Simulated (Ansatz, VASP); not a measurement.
# Two plane-wave programs on Nb

File INCAR:

```
PREC = Accurate ; ENCUT = 520
EDIFF = 1E-6 ; ISMEAR = -1
SIGMA = 0.1 ; LREAL = False
LASPH = True ; NELM = 100
ALGO = Normal ; ISIF = 2
LWAVE = False ; LCHARG = False
GGA = PS ; NBANDS = 26
```

KPOINTS

```
regular mesh
0
Gamma
  9 9 13
```

File POSCAR:

```
Nb
1.0
    4.9511859140      0.0000000000      0.0000000000
   -2.4755929570      4.2878527804      0.0000000000
    0.0000000000      0.0000000000      2.7249080368
Nb
3
Direct
    0.0000000000      1.0000000000      1.0000000000
    0.3333333333      0.6666666667      0.5000000000
    0.6666666667      0.3333333333      0.5000000000
```

Input for Ansatz:

```yaml
crystal:
  lattice:
    - [4.951185914, 0.0, 0.0]
    - [-2.475592957, 4.2878527804, 0.0]
    - [0.0, 0.0, 2.7249080368]
  atoms:
    - { symbol: Nb, position: [0.0, 1.0, 1.0] }
    - { symbol: Nb, position: [0.3333333333, 0.6666666667, 0.5] }
    - { symbol: Nb, position: [0.6666666667, 0.3333333333, 0.5] }
hamiltonian:
  xc: pbesol
  pseudopotentials:
    kind: paw
    azcp:
      Nb: "pseudopotentials/Nb.paw.azcp"
basis:
  ecutwfc: 420
  fft_grid_basis: typed
kpoints:
  mp_grid: { grid: [9, 9, 13], shift: [0, 0, 0] }
magnetization:
  spin_polarized: false
scf:
  occupations: { method: fermi_dirac, width: 0.1 }
  lower_state_search: "off"
output:
  stress: true
  write_density: true
  write_potential: true
  elf: true
  volumetric_format: npy
```

Alike in both runs: task single point; functional PBEsol; k mesh 9 × 9 × 13; occupations fermi-dirac, width 0.1 eV; no spin polarisation.

|  | VASP | Ansatz |
| --- | --- | --- |
| version | VASP 6.6.1 | Ansatz 0.2.0 |
| potentials or method | VASP PAW PBE potentials, release 64 (Nb_sv) | plane waves (420 eV) with PAW, scalar-relativistic |
| plane-wave cutoff (eV) | 520 | 420 |
| valence electrons in the cell | 39 | 39 |

```tsv
	VASP	Ansatz	Ansatz less VASP
pressure (GPa)	-11.9	-11.6	+0.26
largest component of the traceless stress (GPa)	1.48	1.53	+0.045
```

The functional is the same, so the differences come from potentials, cutoffs and numerics. Ansatz warned: «pseudo_functional_mismatch».

Caveats: the PAW data sets were made with another functional, which shifts forces and pressure a little (VASP).
